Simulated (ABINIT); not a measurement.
MoS2:

```
CELL_PARAMETERS angstrom
3.22746 0.00000 0.00000
-1.61373 2.79507 0.00000
0.00000 0.00000 6.31247
ATOMIC_POSITIONS crystal
Mo 0.00000 0.00000 0.50000
S 0.66667 0.33333 0.74468
S 0.33333 0.66667 0.25532
```

Measurements of this composition are mostly on another form, of space group No. 194.

```yaml
Program: ABINIT 10.8.3 (patched build)
Task: relaxation of cell and atoms
Functional: PW91
Potentials_or_basis: JTH PAW PBE v2.0
Cutoff: 653 eV
k_mesh: 7 × 7 × 3
Occupations: fermi-dirac, width 0.05 eV
Spin: no spin polarisation
```

At the start: pressure 1.6 GPa; volume 18.98 Å³/atom.

Problem. Where does the relaxation end?

Solution. Over 14 steps the energy falls by 4.7 meV/atom and the volume is 20.97 Å³/atom (+10.5 %); space group P-3m1 (No. 164, to 0.05 Å).

Step by step:
```
step  energy change (eV)  largest force (eV/Å)  pressure (GPa)  volume (Å³)
   1              0.0000                0.2788            1.61        56.94
   2             -0.0041                0.1395            0.68        57.23
   3             -0.0061                0.0131           -0.25        57.50
   4             -0.0065                0.0363           -0.32        57.50
   5             -0.0076                0.0794           -0.20        57.40
   6             -0.0078                0.0652            0.01        57.33
   7             -0.0080                0.0438            0.20        57.29
   8             -0.0081                0.0226            0.36        57.31
   9             -0.0087                0.0137            0.62        57.45
  10             -0.0096                0.0782            0.93        57.95
  11             -0.0104                0.0709            0.80        58.34
  12             -0.0132                0.0096            0.19        59.98
  13             -0.0139                0.0389            0.12        62.44
  14             -0.0140                0.0257            0.06        62.90
```

Final structure:
```
Mo S
1.0
     3.21364    0.00000    0.00000
    -1.60682    2.78309    0.00000
     0.00000    0.00000    7.03282
Mo S
1 2
Cartesian
  0.0000 0.0000 3.5164
  1.6068 0.9277 5.0876
  0.0000 1.8554 1.9452
```

Caveat: the PAW data sets were made with another functional, which shifts forces and pressure a little; this functional lacks dispersion, which binds the layers, so the pressure and a relaxed spacing across them are unreliable.
